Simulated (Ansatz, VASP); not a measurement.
## HfO2: VASP beside Ansatz

Aim: how closely do two programs agree when they are given the same cell, functional and k mesh? The structure shown is the end of the Ansatz relaxation below.

Main program and level: Ansatz 0.2.0; plane waves, with VASP 6.6.1 beside it; single point at PBEsol.

## Step 1: Starting point

The structure is tetragonal, space group P4_2/nmc (No. 137). Conventional cell: a = 3.545 Å, b = 3.545 Å, c = 5.107 Å, α = 90.00°, β = 90.00°, γ = 90.00°. Nearest to Hf lie 8 O at 2.06 to 2.33 Å. O has 4 Hf at 2.06 to 2.33 Å nearest. Farther neighbours and most contacts between anions are not listed.

## Step 2: Ansatz: relaxation, PBEsol

Ansatz runs on its PAW soft_1 files.

This run makes the geometry at which the two programs are then compared.

Contents of input.yaml:

```yaml
crystal:
  lattice:
    - [3.5673873359, 0.0, 0.0]
    - [0.0, 3.5673873359, 0.0]
    - [0.0, 0.0, 5.1661720701]
  atoms:
    - { symbol: Hf, position: [0.0, 0.0, 0.0] }
    - { symbol: Hf, position: [0.5, 0.5, 0.5] }
    - { symbol: O, position: [0.0, 0.5, 0.2001629144] }
    - { symbol: O, position: [0.0, 0.5, 0.7001629144] }
    - { symbol: O, position: [0.5, 0.0, 0.2998370856] }
    - { symbol: O, position: [0.5, 0.0, 0.7998370856] }
kpoints:
  mp_grid: { grid: [8, 8, 6] }
scf:
  occupations: { method: fermi_dirac, width: 0.02 }
hamiltonian:
  xc: pbesol
  pseudopotentials: { kind: paw, azcp: { folder: soft_1 }, xc_functional: pbe }
basis:
  ecutwfc: 600
output:
  forces: true
  stress: true
relax:
  f_tol: 0.005
  max_steps: 70
  cell: { stress_tol: 0.02, p_target: 5 }
```

Launch:

```
$ ansatz run input.yaml --threads 4 --pin off --max-ram 10240MiB --backend cpu --events-out ev --progress --plain --runs-dir out
```

Numbers of over 12 decimals in the logs are rounded to 6 here.

The program printed:

```text
Engine: ansatz 0.2.0, aarch64-unknown-linux-gnu
Pseudopotentials: kind: paw
Pseudopotential: Hf, paw, valence charge 26, recommended cutoff 420 eV (normal), soft_1/Hf.paw.azcp
Pseudopotential: O, paw, valence charge 6, recommended cutoff 420 eV (normal), soft_1/O.paw.azcp
Functional definition: PBEsol
  exchange = pbesol_x
  correlation = pbesol_c
Crystal: 6 atoms, lattice volume = 65.746 Å³
Basis set: ecut = 600 eV, 2189 PW (Γ), exchange–correlation on 60×60×90 points (8 copies of the dense FFT grid, shifted against one another)
Bands: 46, of which v1, the nominal top of the filled ones, is band 38 counted from 1 (37 counted from 0)
Symmetry: 16 space group operations
Space group: P42/nmc (ITA 137), of the structure as read, at distance tolerance 4.0e-5 Å
k-points: 60 of 384
Non-local potential: Hf, projectors of the file, l = 0: 3, l = 1: 2, l = 2: 2, l = 3: 3
Non-local potential: O, projectors of the file, l = 0: 2, l = 1: 2, l = 2: 1
PAW form: soft (Blöchl's): semilocal exchange-correlation on the pseudo side does not see the compensation charge
PAW frozen core: Hf, regenerated for the run's functional, and the local potential with it (the file was generated under x = pbe(κ = 0.804, μ = 0.219515), c = pbe(β = 0.066725))
PAW frozen core: O, regenerated for the run's functional, and the local potential with it (the file was generated under x = pbe(κ = 0.804, μ = 0.219515), c = pbe(β = 0.066725))
PAW one-centre angular grid: Hf, 590 points (default); XC on 64 Gauss nodes
PAW one-centre angular grid: O, 110 points (default); XC on 64 Gauss nodes
Initial density: superposition of atomic densities (chi_scale 0.1, normalization cell, long waves kept (reshape's long-wave potential 0.00 eV rms))
Initial wavefunctions: pseudopotential atomic-orbital guess
Functional: x = pbesol(κ = 0.804, μ = 0.123457), c = pbesol(β = 0.046)
SCF iter   1: F=—  HF=-33453.199722 eV  |F-HF|=—  |Δ(HF+E_count)|=         —  Δρ=9.27e-2  dr2=4.27e0  ethr=3.10e-3  ⟨swp⟩=5.7  Hψ=8698  notcnv=0
preconditioner: auto → Resta (q_TF=auto, 2.795 Å⁻¹)  ε∞=5.1  [insulator: Δε(μ)=3.589 eV  Ē_g=19.267 eV  σ=0.020 eV  W_gap=1.00  n_scr=28 (ndim 8)  ℏωp=38.9 eV  f_vac=0.001  D(μ)=0.00/eV (n_scr^D=0)  ε∞_Penn≈5.1]
SCF iter   2: F=—  HF=-33452.220640 eV  |F-HF|=—  |Δ(HF+E_count)|=   9.79e-1  Δρ=4.26e-2  dr2=1.01e0  ethr=3.10e-3  ⟨swp⟩=2.6  Hψ=5708  notcnv=0  defer=216
SCF iter   3: F=—  HF=-33451.945475 eV  |F-HF|=—  |Δ(HF+E_count)|=   2.75e-1  Δρ=2.20e-2  dr2=2.87e-1  ethr=1.33e-3  ⟨swp⟩=2.0  Hψ=4476  notcnv=0  defer=216
SCF iter   4: F=—  HF=-33451.865707 eV  |F-HF|=—  |Δ(HF+E_count)|=   7.98e-2  Δρ=8.31e-3  dr2=3.03e-2  ethr=3.77e-4  ⟨swp⟩=2.8  Hψ=5188  notcnv=0  defer=216
SCF iter   5: F=—  HF=-33451.881661 eV  |F-HF|=—  |Δ(HF+E_count)|=   1.60e-2  Δρ=3.64e-3  dr2=1.04e-2  ethr=3.99e-5  ⟨swp⟩=2.0  Hψ=4411  notcnv=0  defer=216
SCF iter   6: F=—  HF=-33451.877046 eV  |F-HF|=—  |Δ(HF+E_count)|=   4.62e-3  Δρ=9.57e-4  dr2=5.25e-4  ethr=1.37e-5  ⟨swp⟩=2.0  Hψ=5088  notcnv=0  defer=216
SCF iter   7: F=—  HF=-33451.877819 eV  |F-HF|=—  |Δ(HF+E_count)|=   7.74e-4  Δρ=5.58e-4  dr2=1.52e-4  ethr=6.91e-7  ⟨swp⟩=2.0  Hψ=4871  notcnv=0  defer=216
SCF iter   8: F=—  HF=-33451.877857 eV  |F-HF|=—  |Δ(HF+E_count)|=   3.80e-5  Δρ=6.43e-5  dr2=1.96e-6  ethr=2.00e-7  ⟨swp⟩=2.0  Hψ=4821  notcnv=0  defer=216
SCF iter   9: F=—  HF=-33451.877892 eV  |F-HF|=—  |Δ(HF+E_count)|=   3.42e-5  Δρ=8.31e-6  dr2=2.82e-8  ethr=1.32e-10  ⟨swp⟩=3.8  Hψ=12297  notcnv=0
SCF iter  10: F=-33451.877892 eV  HF=-33451.877892 eV  |F-HF|=9.02e-10  |Δ(HF+E_count)|=   5.14e-8  Δρ=9.72e-7  dr2=3.53e-10  ethr=3.71e-11  ⟨swp⟩=2.6  Hψ=9585  notcnv=0
SCF 1 converged in 10 iterations: F = -33451.877892 eV  dr2 = 3.53e-10
  greatest PAW one-centre occupation: 0.999 electrons in one spin orbital (limit 2), on the Hf atom at site 1 (counted from 0), in its partial waves of l = 3
relax step   1: F+E_penalty+E_count = -33451.87789159 eV  Δ(F+E_penalty+E_count) = +0.000e0 eV  max|allowed force component| = 8.599e-5 eV/Å  Δτ_max = 0.0000 Å  P = -0.000 GPa  Ω = 65.746 Å³  (10 SCF iters, dr2 threshold 1.00e-7 eV, accepted)
[...]
relax step   3: F+E_penalty+E_count = -33451.85679598 eV  Δ(F+E_penalty+E_count) = -9.152e-3 eV  max|allowed force component| = 5.078e-2 eV/Å  Δτ_max = 0.0028 Å  P = +5.212 GPa  Ω = 64.318 Å³  energy of the carried Pulay correction = +2.270e-4 eV  (6 SCF iters, dr2 threshold 6.00e-7 eV, accepted)
[...]
relax step   4: F+E_penalty+E_count = -33451.85913576 eV  Δ(F+E_penalty+E_count) = -2.340e-3 eV  max|allowed force component| = 3.204e-2 eV/Å  Δτ_max = 0.0044 Å  P = +4.751 GPa  Ω = 64.365 Å³  energy of the carried Pulay correction = +2.201e-4 eV  (4 SCF iters, dr2 threshold 4.37e-7 eV, accepted)
[...]
relax step   5: F+E_penalty+E_count = -33451.85697230 eV  Δ(F+E_penalty+E_count) = +2.163e-3 eV  max|allowed force component| = 3.635e-3 eV/Å  Δτ_max = 0.0076 Å  P = +4.769 GPa  Ω = 64.274 Å³  energy of the carried Pulay correction = +2.349e-4 eV  (6 SCF iters, dr2 threshold 1.90e-7 eV, accepted)
[...]
relax step   6: F+E_penalty+E_count = -33451.85460585 eV  Δ(F+E_penalty+E_count) = +2.366e-3 eV  max|allowed force component| = 2.488e-4 eV/Å  Δτ_max = 0.0022 Å  P = +4.999 GPa  Ω = 64.195 Å³  energy of the carried Pulay correction = +2.476e-4 eV  (4 SCF iters, dr2 threshold 1.70e-7 eV, accepted)
[...]
relax step   7: F+E_penalty+E_count = -33451.85436620 eV  Δ(F+E_penalty+E_count) = +2.396e-4 eV  max|allowed force component| = 2.553e-4 eV/Å  Δτ_max = 0.0000 Å  P = +4.999 GPa  Ω = 64.195 Å³  stress off target by 6.07e-3 GPa  SCF on the basis re-selected at this cell (its energy is not comparable with the rows above)  (7 SCF iters)
basis re-selected at this cell: Δ(F+E_penalty+E_count) = +2.396e-4 eV, ΔP = -0.000 GPa vs the last step (what re-selecting the basis moved, of the pressure what is left beyond the Pulay correction that the steps carried, after the strain that the cell walked since its last selection, with what the two solves' SCF thresholds leave and, on support functions, any second-order correction that the steps lacked; it is no m [...]
SCF converged after 7 iterations
Free energy (F): -33451.854366 eV
Harris-Foulkes:  -33451.854366 eV  (|F-HF|=7.28e-12)
Internal energy: -33451.854366 eV  (E = F + TS)
E sigma→0 (E₀):  -33451.854366 eV
Fermi energy:    16.579351 eV
--- Per-component energies (eV) ---
  E_band       = 27.155445
  E_kinetic    = 1488.791506
  E_local      = -13932.132331  (includes V_loc(G=0)·N_el)
  E_nonlocal   = 354.402130
  E_hartree    = 6649.119524
  E_xc         = -812.924780
  E_vxc        = -873.632206  (∫ρ·V_xc dr)
  E_paw        = -15787.596308  (= ΣΔE_a)
  E_vpaw       = -308.513429  (= ΣTr[D̂ρ^β])
  E_aug_tail   = 0.000800  (compensation charges beyond the density's cutoff)
  E_ewald      = -11414.158170
  E_core_change = 2.643264  (= ΣΔE_core)
  E_smearing   = -0.000000  (= −TS)
  E_closure    = 0.000000  (closes the sum)
  Σ components = -33451.854366   (vs F -33451.854366, Δ=0.00e0)
--- Forces (eV/Å), atoms counted from 1 ---
  atom   1  Hf     0.00000000     0.00000000    -0.00000000
  atom   2  Hf     0.00000000     0.00000000    -0.00000000
  atom   3  O      0.00000000     0.00000000     0.00025528
  atom   4  O      0.00000000     0.00000000     0.00025528
  atom   5  O      0.00000000     0.00000000    -0.00025528
  atom   6  O      0.00000000     0.00000000    -0.00025528
  max |Σ_I F_I| component: 2.60e-18 eV/Å
--- Stress (GPa, compression-positive) ---
        5.001046       0.000000       0.000000
        0.000000       5.001046       0.000000
        0.000000       0.000000       4.993933
  P = ⅓ Tr σ = 4.9987 GPa (49.987 kbar)
--- Relaxed structure (6 steps of the walk, 6 accepted, 1 SCFs on fresh bases) ---
  F+E_penalty+E_count = -33451.85436620 eV   max|allowed force component| = 2.553e-4 eV/Å   (the final SCF, on the basis selected at the relaxed cell)
  cell:  # Å, volume = 64.1951 Å³
    - [3.545303, 0, 0.0]
    - [0, 3.545303, 0.0]
    - [0.0, 0.0, 5.107346]
  atoms:
    - { symbol: Hf, position: [0, 0, 0] }
    - { symbol: Hf, position: [0.5, 0.5, 0.5] }
    - { symbol: O, position: [0, 0.5, 0.205401] }
    - { symbol: O, position: [0, 0.5, 0.705401] }
    - { symbol: O, position: [0.5, 0, 0.294599] }
    - { symbol: O, position: [0.5, 0, 0.794599] }
```

## Step 3: VASP: single point, PBEsol, pair 1

The same cell, functional, mesh and smearing now go to VASP, with its own data sets.

Lines of VASP's logs that name or quote its potential files are left out, and so is its time.

Contents of INCAR:

```
SYSTEM = HfO2
PREC = Accurate
ENCUT = 600
EDIFF = 1E-06
NELM = 120
ISMEAR = -1
SIGMA = 0.02
LREAL = .FALSE.
ALGO = Normal
GGA = PS
NBANDS = 28
LASPH = .TRUE.
LORBIT = 11
LWAVE = .FALSE.
LCHARG = .FALSE.
ISIF = 2
GGA_COMPAT = .FALSE.
EFERMI = MIDGAP
KPAR = 2
```

Contents of POSCAR:

```
HfO2
1.0
    3.5453030585      0.0000000000      0.0000000000
    0.0000000000      3.5453030585      0.0000000000
    0.0000000000      0.0000000000      5.1073456816
Hf O
2 4
Direct
    0.0000000000      0.0000000000      0.0000000000
    0.5000000000      0.5000000000      0.5000000000
    0.0000000000      0.5000000000      0.2054008790
    0.0000000000      0.5000000000      0.7054008790
    0.5000000000      0.0000000000      0.2945991210
    0.5000000000      0.0000000000      0.7945991210
```

Contents of KPOINTS:

```
Automatic mesh
0
Gamma
8 8 6
0 0 0
```

Potentials, in the order of the species: Hf_pv and O (PBE family, release 64).

Launch:

```
$ mpirun -np 2 vasp_std
```

The program printed:

```text
[banner, memory and clock lines left out]
running    2 mpi-ranks, on    1 nodes
 distrk:  each k-point on    1 cores,    2 groups
 distr:  one band on    1 cores,    1 groups

 POSCAR found type information on POSCAR HfO
 POSCAR found :  2 types and       6 ions
|                                                                             |
|               ----> ADVICE to this user running VASP <----                  |
|                                                                             |
|     You enforced a specific xc type in the INCAR file but a different       |
|     [... a line on the potential file left out ...]
|     I HOPE YOU KNOW WHAT YOU ARE DOING!                                     |
|                                                                             |

 LDA part: xc-table for (Slater+PW92), standard interpolation
 POSCAR, INCAR and KPOINTS ok, starting setup
 FFT: planning ... GRIDC
 FFT: planning ... GRID_SOFT
 FFT: planning ... GRID
 WAVECAR not read
 entering main loop
       N       E                     dE             d eps       ncg     rms          rms(c)
DAV:   1     0.273967108048E+03    0.27397E+03   -0.27643E+04  3360   0.176E+03
DAV:   2    -0.588739017972E+02   -0.33284E+03   -0.32322E+03  4280   0.405E+02
DAV:   3    -0.733622020744E+02   -0.14488E+02   -0.14442E+02  4036   0.776E+01
DAV:   4    -0.735022081625E+02   -0.14001E+00   -0.13991E+00  4400   0.840E+00
DAV:   5    -0.735033044748E+02   -0.10963E-02   -0.10962E-02  4224   0.708E-01    0.773E+01
DAV:   6    -0.636802329446E+02    0.98231E+01   -0.52036E+01  3852   0.397E+01    0.639E+01
DAV:   7    -0.634602710893E+02    0.21996E+00   -0.22712E+00  4056   0.105E+01    0.348E+01
DAV:   8    -0.634342042197E+02    0.26067E-01   -0.18671E-01  4144   0.345E+00    0.562E+00
DAV:   9    -0.634189377958E+02    0.15266E-01   -0.57268E-02  3752   0.168E+00    0.271E+00
DAV:  10    -0.634181104638E+02    0.82733E-03   -0.67119E-03  4212   0.526E-01    0.131E-01
DAV:  11    -0.634181317782E+02   -0.21314E-04   -0.42474E-04  4084   0.134E-01    0.858E-02
DAV:  12    -0.634181445569E+02   -0.12779E-04   -0.18614E-05  4204   0.280E-02    0.722E-02
DAV:  13    -0.634181453955E+02   -0.83858E-06   -0.10634E-06  3068   0.617E-03
   1 F= -.63418145E+02 E0= -.63418145E+02  d E =0.000000E+00
```

Parts of OUTCAR (step 3):

```text
ion  position               nearest neighbor table
   1  0.000  0.000  0.000-   3 2.06   6 2.06   3 2.06   6 2.06   5 2.33   4 2.33   5 2.33   4 2.33
                             2 3.58   2 3.58   2 3.58   2 3.58   2 3.58   2 3.58   2 3.58   2 3.58
   2  0.500  0.500  0.500-   4 2.06   5 2.06   5 2.06   4 2.06   3 2.33   6 2.33   3 2.33   6 2.33
                             1 3.58   1 3.58   1 3.58   1 3.58   1 3.58   1 3.58   1 3.58   1 3.58
   3  0.000  0.500  0.205-   1 2.06   1 2.06   2 2.33   2 2.33
   4  0.000  0.500  0.705-   2 2.06   2 2.06   1 2.33   1 2.33
   5  0.500  0.000  0.295-   2 2.06   2 2.06   1 2.33   1 2.33
   6  0.500  0.000  0.795-   1 2.06   1 2.06   2 2.33   2 2.33

  LATTYP: Found a simple tetragonal cell.
 ALAT       =     3.5453030585
 C/A-ratio  =     1.4405949498

 Subroutine GETGRP returns: Found 16 space group operations
 (whereof  8 operations were pure point group operations)

The static configuration has the point symmetry D_2d.
 The point group associated with its full space group is D_4h.

 Found     60 irreducible k-points:

   k-points           NKPTS =     60   k-points in BZ     NKDIM =     60   number of bands    NBANDS=     28

   dimension x,y,z NGX =    28 NGY =   28 NGZ =   42
   dimension x,y,z NGXF=    56 NGYF=   56 NGZF=   84

   ENCUT  =  600.0 eV  44.10 Ry    6.64 a.u.   7.08  7.08 10.20*2*pi/ulx,y,z

   NELECT =      44.0000    total number of electrons

 k-points in reciprocal lattice and weights: Automatic mesh
   0.00000000  0.00000000  0.00000000       0.003
   0.12500000  0.00000000  0.00000000       0.010
   0.25000000  0.00000000  0.00000000       0.010
   0.37500000  0.00000000  0.00000000       0.010
   0.50000000  0.00000000  0.00000000       0.005
   0.12500000  0.12500000  0.00000000       0.010
   0.25000000  0.12500000  0.00000000       0.021
   0.37500000  0.12500000  0.00000000       0.021
   0.50000000  0.12500000  0.00000000       0.010
[...]
0.50000000  0.37500000  0.50000000       0.010
   0.50000000  0.50000000  0.50000000       0.003

 average (electrostatic) potential at core
       1 -36.7383       2 -36.7383       3 -69.6371       4 -69.6371       5 -69.6371
       6 -69.6371

 E-fermi :   5.8783

 k-point     1 :       0.0000    0.0000    0.0000
  band No.  band energies     occupation
    ...
     18       2.3202      2.00000
     19       3.1312      2.00000
     20       3.4737      2.00000
     21       3.4831      2.00000
     22       3.4831      2.00000
     23       8.1465      0.00000
     24       8.1928      0.00000
     25       9.2541      0.00000
     26       9.7786      0.00000
     27      10.0132      0.00000
    ...

 k-point     2 :       0.1250    0.0000    0.0000
  band No.  band energies     occupation
    ...
     18       2.2362      2.00000
     19       3.0092      2.00000
     20       3.1633      2.00000
     21       3.4230      2.00000
     22       3.5034      2.00000
     23       8.3554      0.00000
     24       8.4831      0.00000
     25       9.2150      0.00000
     26       9.7672      0.00000
     27      10.4278      0.00000
    ...

 k-point     3 :       0.2500    0.0000    0.0000
  band No.  band energies     occupation
    ...
     18       1.8021      2.00000
     19       2.4766      2.00000
     20       2.8429      2.00000
     21       3.3729      2.00000
     22       3.5451      2.00000
     23       8.6523      0.00000
     24       9.0273      0.00000
     25       9.0469      0.00000
     26       9.7487      0.00000
     27      11.1562      0.00000
    ...

  Total        0.4891733      0.4891733      0.5053724      0.0000000      0.0000000      0.0000000
  in kB       12.2087548     12.2087548     12.6130503      0.0000000      0.0000000      0.0000000
  external PRESSURE =      12.3435200 kB  Pullay stress =       0.0000000 kB

  energy-cutoff  :      600.00
  volume of cell :       64.20
      direct lattice vectors                 reciprocal lattice vectors
     3.545303059  0.000000000  0.000000000     0.282063334  0.000000000  0.000000000
     0.000000000  3.545303059  0.000000000     0.000000000  0.282063334  0.000000000
     0.000000000  0.000000000  5.107345682     0.000000000  0.000000000  0.195796420

 POSITION                                       TOTAL-FORCE (eV/Angst)
 -----------------------------------------------------------------------------------
      0.00000      0.00000      0.00000         0.000000     -0.000000     -0.000000
      1.77265      1.77265      2.55367        -0.000000     -0.000000     -0.000000
      0.00000      1.77265      1.04905        -0.000000     -0.000000     -0.025546
      0.00000      1.77265      3.60273         0.000000     -0.000000     -0.025546
      1.77265      0.00000      1.50462        -0.000000      0.000000      0.025546
      1.77265      0.00000      4.05829        -0.000000     -0.000000      0.025546
 -----------------------------------------------------------------------------------
    total drift:                                0.000000      0.000000      0.000000

  FREE ENERGIE OF THE ION-ELECTRON SYSTEM (eV)
  ---------------------------------------------------
  free  energy   TOTEN  =       -63.4181453955 eV

  energy  without entropy=      -63.4181453955  energy(sigma->0) =      -63.41814540

 total charge
# of ion       s       p       d       tot
------------------------------------------
    1        0.317   6.629   1.497   8.444
    2        0.317   6.629   1.497   8.444
    3        1.555   3.549   0.000   5.104
    4        1.555   3.549   0.000   5.104
    5        1.555   3.549   0.000   5.104
    6        1.555   3.549   0.000   5.104
--------------------------------------------------
tot          6.854  27.456   2.995  37.304

[... 3 further parts left out ...]
```

Harder data sets than Hf_pv exist (the GW ones), and pressures, volumes and forces can shift noticeably with them.

## Step 4: Differences

Known differences besides the potentials themselves: the data sets hold 76 valence electrons in Ansatz (on its PAW soft_1 files) and 44 in VASP; Ansatz makes its cores anew for this functional, VASP keeps those of its PBE data sets; Ansatz's pressure holds a Pulay correction, VASP's none. Total energies have different zeros and are not compared.

Compared:

| quantity | Ansatz | VASP | difference |
| --- | --- | --- | --- |
| pressure (GPa) | 5.00 | 1.23 | +3.76 |
| gap on the k mesh (eV) | 4.507 | 4.536 | -0.029 |

At this near-relaxed geometry the largest component of a force difference is 26 meV/Å. A gap on the mesh is an upper bound, since the band edges may lie between its points; neither run holds spin-orbit coupling, which can move the band edges of a compound of Hf.

## Step 5: Ansatz: relaxation, PBEsol

This run makes the geometry at which the two programs are then compared. The cell compared in this pair holds 67.20 Å³, against 64.20 Å³ for the pair before.

The structure compared here is the end of the Ansatz relaxation.

input.yaml, as its differences from that of step 2:

```diff
@@ -24,2 +24,6 @@
   stress: true
+  write_density: true
+  write_potential: true
+  elf: true
+  volumetric_format: npy
 relax:
@@ -27,2 +31,2 @@
   max_steps: 70
-  cell: { stress_tol: 0.02, p_target: 5 }
+  cell: { stress_tol: 0.02, p_target: -4 }
```

Launch:

```
$ ansatz run input.yaml --threads 4 --pin off --max-ram 10240MiB --backend cpu --events-out ev --progress --plain --runs-dir out
```

The program printed:

```text
[...]
Crystal: 6 atoms, lattice volume = 65.746 Å³
Basis set: ecut = 600 eV, 2189 PW (Γ), exchange–correlation on 60×60×90 points (8 copies of the dense FFT grid, shifted against one another)
Bands: 46, of which v1, the nominal top of the filled ones, is band 38 counted from 1 (37 counted from 0)
Symmetry: 16 space group operations
[...]
k-points: 60 of 384
[...]
cell:  # Å, volume = 67.1995 Å³
    - [3.586774, 0, 0.0]
    - [0, 3.586774, 0.0]
    - [0.0, 0.0, 5.223458]
  atoms:
    - { symbol: Hf, position: [0, 0, 0] }
    - { symbol: Hf, position: [0.5, 0.5, 0.500000] }
    - { symbol: O, position: [0, 0.5, 0.195319] }
    - { symbol: O, position: [0, 0.5, 0.695319] }
    - { symbol: O, position: [0.5, 0, 0.304681] }
    - { symbol: O, position: [0.5, 0, 0.804681] }
[key lines of the parts left out:]
SCF converged after 5 iterations
Free energy (F): -33451.859266 eV
Fermi energy:    15.654278 eV
P = ⅓ Tr σ = -4.0007 GPa (-40.007 kbar)
```

(Part 1 of 2 ends here.)

[Lines on the potential files, build, host, timing and source positions are cut from VASP's logs without a mark.]

[Logs are printed without paths, hosts, clocks, repeated set-up lines and the standing remarks that a program may print on its own settings, such as how far it seeks lower states.]

[Hosts, paths, dates, database ids (printed as entryN), source tags and the programs' standing remarks are cut or masked in the printed files.]
